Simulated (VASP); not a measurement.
**A VASP 6.6.1 single-point calculation on KI**

INCAR

```
ALGO = Damped
LASPH = .TRUE.
IBRION = -1
TIME = 2
SIGMA = 0.02
ISIF = 2
NSW = 0
GGA = PE
NBANDS = 15
NELM = 67
ENCUT = 520
EDIFF = 1E-7
LWAVE = .FALSE.
PREC = Accurate
LREAL = .FALSE.
ISMEAR = -1
LCHARG = .FALSE.
```

KPOINTS

```
KPOINTS created by Atomic Simulation Environment
0
Gamma
6 6 6
0 0 0
```

POSCAR

```
K  I
 1.0000000000000000
     4.3563097475000001    0.0000000000000000    0.0000000000000000
     0.0000000000000000    4.2910852517000002    0.0000000000000000
     0.0000000000000000    0.0000000000000000    4.2910852517000002
 K   I
   1   1
Cartesian
  0.0000000000000000  0.0000000000000000  0.0000000000000000
  2.1781548737500005  2.1455426258500006  2.1455426258500006
```

The recommended PBE PAW datasets give the neutral cell 16 valence electrons.

Command

```
mpirun -np 1 vasp_std
```

OSZICAR

```
N       E                     dE             d eps       ncg     rms           ort
DAV:   1     0.158383472799E+03    0.15838E+03   -0.67096E+03   600   0.975E+02
DAV:   2     0.224437374549E+02   -0.13594E+03   -0.12170E+03   600   0.269E+02
DAV:   3    -0.274328713234E+00   -0.22718E+02   -0.21670E+02   600   0.109E+02
DAV:   4    -0.427747031064E+01   -0.40031E+01   -0.38975E+01   600   0.467E+01
DAV:   5    -0.520484104645E+01   -0.92737E+00   -0.90489E+00   600   0.189E+01
SDA:   6    -0.512129144538E+01    0.83550E-01   -0.12785E+01   600   0.639E+00   0.000E+00
DMP:   7    -0.477894460523E+01    0.34235E+00   -0.43641E+01   600   0.218E+01  -0.935E+00
DMP:   8     0.170079274575E+00    0.49490E+01   -0.57601E+02   600   0.288E+02  -0.707E+01
DMP:   9     0.463838644260E+02    0.46214E+02   -0.49306E+03   600   0.247E+03  -0.527E+02
DMP:  10     0.168387532389E+03    0.12200E+03   -0.15891E+04   600   0.795E+03  -0.209E+03
...
DMP:  59     0.267119957540E+03   -0.17553E+03   -0.21544E+03   600   0.108E+03  -0.744E+02
DMP:  60     0.433150796338E+03    0.16603E+03   -0.81691E+03   600   0.408E+03  -0.374E+03
DMP:  61     0.263507286949E+03   -0.16964E+03   -0.20737E+03   600   0.104E+03  -0.722E+02
DMP:  62     0.422707480152E+03    0.15920E+03   -0.96242E+03   600   0.481E+03  -0.429E+03
DMP:  63     0.259946313555E+03   -0.16276E+03   -0.20935E+03   600   0.105E+03  -0.729E+02
DMP:  64     0.407068316562E+03    0.14712E+03   -0.12641E+04   600   0.632E+03  -0.545E+03
DMP:  65     0.257651300456E+03   -0.14942E+03   -0.21007E+03   600   0.105E+03  -0.753E+02
DMP:  66     0.390709893724E+03    0.13306E+03   -0.13251E+04   600   0.663E+03  -0.562E+03
DMP:  67     0.253361686674E+03   -0.13735E+03   -0.21753E+03   600   0.109E+03  -0.798E+02
   1 F= 0.25336169E+03 E0= 0.25336221E+03  d E =-.104230E-02
```

Standard output (part)

```
POSCAR found type information on POSCAR K I
 POSCAR found :  2 types and       2 ions
 LDA part: xc-table for (Slater+PW92), standard interpolation
 POSCAR, INCAR and KPOINTS ok, starting setup
 WAVECAR not read
 entering main loop
 final diagonalization occupied
|     The electronic self-consistency was not achieved in the given           |
|     number of steps (NELM). The forces and other quantities evaluated       |
|     might not be reliable so examine the results carefully. If you find     |
|     spurious results, we suggest increasing NELM, if you were close to      |
|     convergence or switching to a different ALGO or adjusting the           |
|     density mixing parameters otherwise.                                    |
```

It didn't converge.

The fault: damping step far too long.

The run took about 66 s on one core of a shared host (Intel Xeon Platinum 8488C) and held 0.24 GiB at most.
